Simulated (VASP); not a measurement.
# NaI (Fm-3m) in VASP: further runs, part 2 of 2

VASP 6.6.1.

### 3 Relaxation of the atoms, PBE+D3(BJ)

Contents of INCAR:

```
ALGO = Fast ; EDIFF = 1E-7
EDIFFG = -0.01 ; ENCUT = 600
GGA = PE ; IBRION = 2
ISIF = 2 ; ISMEAR = 0
IVDW = 12 ; LASPH = True
LCHARG = False ; LREAL = False
LWAVE = False ; NELM = 80
NSW = 40 ; PREC = Accurate
SIGMA = 0.03
```

Contents of KPOINTS:

```
k-points
0
Gamma
  8 8 8
```

Contents of POSCAR:

```
NaI                                     
1.0
    0.0000000000      3.1817233323      3.1817233323
    3.1817233323      0.0000000000      3.1817233323
    3.1817233323      3.1817233323      0.0000000000
  Na              I             
     1     1
Direct
     0.0000000000000000    0.0000000000000000    0.0000000000000000
     0.5000000000000000    0.5000000000000000    0.5000000000000000
```

Potentials or basis: VASP PAW PBE potentials, release 64 (Na_pv, I).

Launch:

```
$ cat potpaw_PBE.64/Na_pv/POTCAR potpaw_PBE.64/I/POTCAR > POTCAR
$ mpirun -np 1 vasp_std > vasp.out
```

OUTCAR:

```text
EDIFF = 1E-7
   EDIFFG = -0.01
   ENCUT = 600
   GGA = PE
   IBRION = 2
   ISIF = 2
   ISMEAR = 0
   IVDW = 12
   LASPH = True
   LREAL = False
   NELM = 80
   NSW = 40
   PREC = Accurate
 IVDW          = 12

 ion  position               nearest neighbor table
   1  0.000  0.000  0.000-
   2  0.500  0.500  0.500-

  LATTYP: Found a face centered cubic cell.
 ALAT       =     6.3634466646

  Lattice vectors:

 A1 = (   0.0000000000,   3.1817233323,   3.1817233323)
 A2 = (   3.1817233323,   0.0000000000,   3.1817233323)
 A3 = (   3.1817233323,   3.1817233323,   0.0000000000)

Analysis of symmetry for initial positions (statically):
=====================================================================
 Subroutine PRICEL returns:
 Original cell was already a primitive cell.

 Routine SETGRP: Setting up the symmetry group for a
 face centered cubic supercell.

 Subroutine GETGRP returns: Found 48 space group operations
 (whereof 48 operations were pure point group operations)
 out of a pool of 48 trial point group operations.

The static configuration has the point symmetry O_h .

Analysis of symmetry for dynamics (positions and initial velocities):
=====================================================================
 Subroutine PRICEL returns:
 Original cell was already a primitive cell.

 Routine SETGRP: Setting up the symmetry group for a
 face centered cubic supercell.

 Subroutine GETGRP returns: Found 48 space group operations
 (whereof 48 operations were pure point group operations)
 out of a pool of 48 trial point group operations.

The dynamic configuration has the point symmetry O_h .

 Subroutine INISYM returns: Found 48 space group operations
 (whereof 48 operations are pure point group operations),
 and found     1 'primitive' translations

----------------------------------------------------------------------------------------

                                     Primitive cell

  volume of cell :      64.4195

  direct lattice vectors                    reciprocal lattice vectors
     0.000000000  3.181723332  3.181723332    -0.157147542  0.157147542  0.157147542
     3.181723332  0.000000000  3.181723332     0.157147542 -0.157147542  0.157147542
     3.181723332  3.181723332  0.000000000     0.157147542  0.157147542 -0.157147542

  length of vectors
     4.499636288  4.499636288  4.499636288     0.272187526  0.272187526  0.272187526

  position of ions in fractional coordinates (direct lattice)
     0.000000000  0.000000000  0.000000000
     0.500000000  0.500000000  0.500000000

  ion indices of the primitive-cell ions
   primitive index   ion index
                 1           1
                 2           2

----------------------------------------------------------------------------------------

 KPOINTS: k-points

Automatic generation of k-mesh.
 Grid dimensions read from file:
 generate k-points for:    8    8    8

 Generating k-lattice:

  Cartesian coordinates                     Fractional coordinates (reciprocal lattice)
    -0.019643443  0.019643443  0.019643443     0.125000000  0.000000000  0.000000000
     0.019643443 -0.019643443  0.019643443     0.000000000  0.125000000  0.000000000
     0.019643443  0.019643443 -0.019643443     0.000000000  0.000000000  0.125000000
[... 41 lines left out ...]
   total plane-waves  NPLWV =  46656
   dimension x,y,z NGX =    36 NGY =   36 NGZ =   36
   dimension x,y,z NGXF=    72 NGYF=   72 NGZF=   72
   ions per type =               1   1
   NGX,Y,Z   is equivalent  to a cutoff of  13.30, 13.30, 13.30 a.u.
   NGXF,Y,Z  is equivalent  to a cutoff of  26.60, 26.60, 26.60 a.u.
 SYSTEM =  unknown system
   PREC   = accura    normal or accurate (medium, high low for compatibility)
   ISTART =      0    job   : 0-new  1-cont  2-samecut
   ICHARG =      2    charge: 1-file 2-atom 10-const
   ISPIN  =      1    spin polarized calculation?
   LNONCOLLINEAR =      F non collinear calculations
   LSORBIT =      F    spin-orbit coupling
   LASPH  =      T    aspherical Exc in radial PAW
   ENCUT  =  600.0 eV  44.10 Ry    6.64 a.u.   8.99  8.99  8.99*2*pi/ulx,y,z
   NELM   =     80;   NELMIN=  2; NELMDL= -5     # of ELM steps
   EDIFF  = 0.1E-06   stopping-criterion for ELM
   LREAL  =      F    real-space projection
   EDIFFG = -.1E-01   stopping-criterion for IOM
   NSW    =     40    number of steps for IOM
   IBRION =      2    ionic relax: 0-MD 1-quasi-New 2-CG
   NFREE  =      1    steps in history (QN), initial steepest desc. (CG)
   ISIF   =      2    stress and relaxation
   ISYM   =      2    0-nonsym 1-usesym 2-fastsym
   POTIM  = 0.5000    time-step for ionic-motion
   TEBEG  =    0.0;   TEEND  =   0.0 temperature during run
   PSTRESS=    0.0 pullay stress
   NELECT =      14.0000    total number of electrons
   NUPDOWN=      -1.0000    fix difference up-down
   EMIN   =  10.00;   EMAX   =-10.00  energy-range for DOS
   EFERMI =   0.00;   METHOD = LEGACY
   ISMEAR =     0;   SIGMA  =   0.03  broadening in eV -4-tet -1-fermi 0-gaus
   EFERMI_NEDOS =   21; number of points for ismear=-14 and -15
   IALGO  =     68    algorithm
   IMIX   =      4    mixing-type and parameters
     AMIX     =   0.40;   BMIX     =  1.00
     AMIX_MAG =   1.60;   BMIX_MAG =  1.00
  volume/ion in A,a.u.               =      32.21       217.36
  Fermi-wavevector in a.u.,A,eV,Ry     =   0.984264  1.859990 13.181002  0.968776
  Thomas-Fermi vector in A             =   2.115484
   LORBIT       =      0    0 simple, 1 ext, 2 COOP (PROOUT), +10 PAW based schemes
   GGA     = PE    functional components
   LHFCALC =     F    Hartree Fock is set to
   AEXX    =    0.0000 exact exchange contribution
   IVDW    =    12    specifies the selected vdW correction
   LEPSILON=     F    determine dielectric tensor
   LRPA    =     F    only Hartree local field effects (RPA)
 conjugate gradient relaxation of ions
 non-spin polarized calculation
 RMM-DIIS sequential band-by-band and
 Gauss-broadening in eV      SIGMA  =   0.03
  energy-cutoff  :      600.00
  volume of cell :       64.42
 maximum number of plane-waves:      2180
   NGX = 17   NGY = 17   NGZ = 17

 number of electron      14.0000003 magnetization

 Free energy of the ion-electron system (eV)
  ---------------------------------------------------
  ext. energy  EPLUGINS =         0.00000000
  ---------------------------------------------------
  free energy    TOTEN  =        -5.36595078 eV

  energy without entropy =       -5.36595078  energy(sigma->0) =       -5.36595078

 E-fermi :   1.3154     XC(G=0):  -7.9124

 val. band max:        1.1741835024   @ k =   0.0000   0.0000   0.0000
 cond. band min:       4.9572470241   @ k =   0.0000   0.0000   0.0000
 fundamental gap:      3.7830635217
 Fermi energy:         1.3153946872

 k-point     1 :       0.0000    0.0000    0.0000
  band No.  band energies     occupation
      1     -21.2111      2.00000
      2     -21.2111      2.00000
      3     -21.2111      2.00000
      4      -9.9816      2.00000
      5       1.1742      2.00000
      6       1.1742      2.00000
      7       1.1742      2.00000
      8       4.9572      0.00000
      9       9.1008      0.00000
     10       9.1008      0.00000
     11       9.1008      0.00000
[... 309 lines left out ...]
 k-point    24 :      -0.3750    0.2500    0.1250
  band No.  band energies     occupation
      1     -21.2168      2.00000
      2     -21.2132      2.00000
      3     -21.2121      2.00000
      4      -9.5667      2.00000
      5      -0.9016      2.00000
      6       0.1702      2.00000
      7       0.6365      2.00000
      8       7.3684      0.00000
      9       7.5507      0.00000
     10       9.5457      0.00000
     11       9.6311      0.00000

 [... further k-points ...]

------------------------ aborting loop because EDIFF is reached ----------------------------------------

 Edisp (eV)   -0.53423

 E8    (eV) :    -0.2475

  FORCE on cell =-STRESS in cart. coord.  units (eV):
  Direction    XX          YY          ZZ          XY          YZ          ZX
  --------------------------------------------------------------------------------------
  -------------------------------------------------------------------------------------
  Total      -0.00828    -0.00828    -0.00828     0.00000     0.00000     0.00000
  in kB      -0.20587    -0.20587    -0.20587     0.00000     0.00000     0.00000
  external pressure =       -0.21 kB  Pullay stress =        0.00 kB

 VOLUME and BASIS-vectors are now :
 -----------------------------------------------------------------------------
  energy-cutoff  :      600.00
  volume of cell :       64.42
      direct lattice vectors                 reciprocal lattice vectors
     0.000000000  3.181723332  3.181723332    -0.157147542  0.157147542  0.157147542
     3.181723332  0.000000000  3.181723332     0.157147542 -0.157147542  0.157147542
     3.181723332  3.181723332  0.000000000     0.157147542  0.157147542 -0.157147542

 POSITION                                       TOTAL-FORCE (eV/Angst)
 -----------------------------------------------------------------------------------
      0.00000      0.00000      0.00000         0.000000     -0.000000     -0.000000
      3.18172      3.18172      3.18172        -0.000000      0.000000      0.000000
 -----------------------------------------------------------------------------------
    total drift:                                0.000000      0.000000      0.000000

  FREE ENERGIE OF THE ION-ELECTRON SYSTEM (eV)
  ---------------------------------------------------
  free  energy   TOTEN  =        -5.9001772769 eV

  energy  without entropy=       -5.9001772769  energy(sigma->0) =       -5.90017728

 reached required accuracy - stopping structural energy minimisation
```

OSZICAR:

```text
N       E                     dE             d eps       ncg     rms          rms(c)
DAV:   1     0.795020240264E+02    0.79502E+02   -0.71742E+03   638   0.126E+03
DAV:   2     0.154937102167E+01   -0.77953E+02   -0.72433E+02   671   0.247E+02
DAV:   3    -0.522088734312E+01   -0.67703E+01   -0.67254E+01   779   0.713E+01
DAV:   4    -0.542113973844E+01   -0.20025E+00   -0.20010E+00   739   0.127E+01
DAV:   5    -0.542718519546E+01   -0.60455E-02   -0.60453E-02   805   0.234E+00    0.169E+00
RMM:   6    -0.537172660912E+01    0.55459E-01   -0.62302E-02   638   0.146E+00    0.114E+00
RMM:   7    -0.536466765230E+01    0.70590E-02   -0.89331E-02   640   0.156E+00    0.522E-01
RMM:   8    -0.536609860071E+01   -0.14309E-02   -0.54933E-03   650   0.964E-01    0.173E-01
RMM:   9    -0.536591663480E+01    0.18197E-03   -0.12461E-03   704   0.388E-01    0.482E-02
RMM:  10    -0.536594701944E+01   -0.30385E-04   -0.29760E-04   767   0.191E-01    0.552E-02
RMM:  11    -0.536595005979E+01   -0.30404E-05   -0.49366E-05   794   0.766E-02    0.408E-03
RMM:  12    -0.536595068390E+01   -0.62411E-06   -0.48089E-06   761   0.246E-02    0.245E-03
RMM:  13    -0.536595077541E+01   -0.91511E-07   -0.70177E-07   671   0.927E-03
   1 F= -.59001773E+01 E0= -.59001773E+01  d E =-.590018E+01
```

CONTCAR:

```text
NaI
   1.00000000000000
     0.0000000000000000    3.1817233322999998    3.1817233322999998
     3.1817233322999998    0.0000000000000000    3.1817233322999998
     3.1817233322999998    3.1817233322999998    0.0000000000000000
  Na              I
     1     1
Direct
     0.0000000000000000    0.0000000000000000    0.0000000000000000
     0.5000000000000000    0.5000000000000000    0.5000000000000000

  0.00000000E+00  0.00000000E+00  0.00000000E+00
  0.00000000E+00  0.00000000E+00  0.00000000E+00
```

Run time: 16 s. Hardware: 1 thread of AMD EPYC 9R14 (Zen 4), shared host; peak memory 0.19 GiB.

Results:

| Item | Value |
| --- | --- |
| Free energy | -5.9002 eV |
| Pressure after relaxing | 0.0 GPa |
| Band gap on the k mesh | 3.78 eV, direct |
| Dispersion energy per atom | -0.267 eV |

Final structure:
```
Na I
1.0
     0.00000    3.18172    3.18172
     3.18172    0.00000    3.18172
     3.18172    3.18172    0.00000
Na I
1 1
Direct
  0.00000 0.00000 0.00000
  0.50000 0.50000 0.50000
```

Caveat: the relaxation stopped at its first step, so nothing moved; spin-orbit coupling is left out, which moves the levels of the heavy elements.
